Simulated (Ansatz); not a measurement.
## TiAl3 and the effect of the functional

```xyz
4
Lattice="-1.9111 1.9111 4.2807 1.9111 -1.9111 4.2807 1.9111 1.9111 -4.2807" Properties=species:S:1:pos:R:3 pbc="T T T"
Ti    0.0000    0.0000    0.0000
Al    1.9111    0.0000    2.1403
Al    0.0000    1.9111    2.1403
Al    0.0000    0.0000    4.2807
```

The cell comes from a database or a generator and needn't be the stable form of this composition.

Kept alike: task band structure; k mesh 10 × 10 × 10; occupations fermi-dirac, width 0.05 eV; no spin polarisation. Program: Ansatz, all-electron LAPW, scalar-relativistic. The mesh is that of the run's cell of 4 atoms. No spin-orbit coupling.

```csv
functional,pressure (GPa)
LDA,-3.52
PBE,2.06
PBEsol,-0.52
```

Pressure is positive in compression. For a metal such a mesh leaves the last digits unconverged.

The pressure runs from -3.52 (LDA) to 2.06 GPa (PBE). From PBE: LDA -5.58; PBEsol -2.58. A positive pressure means that the functional's own cell is larger than the one given, a negative one that it is smaller.
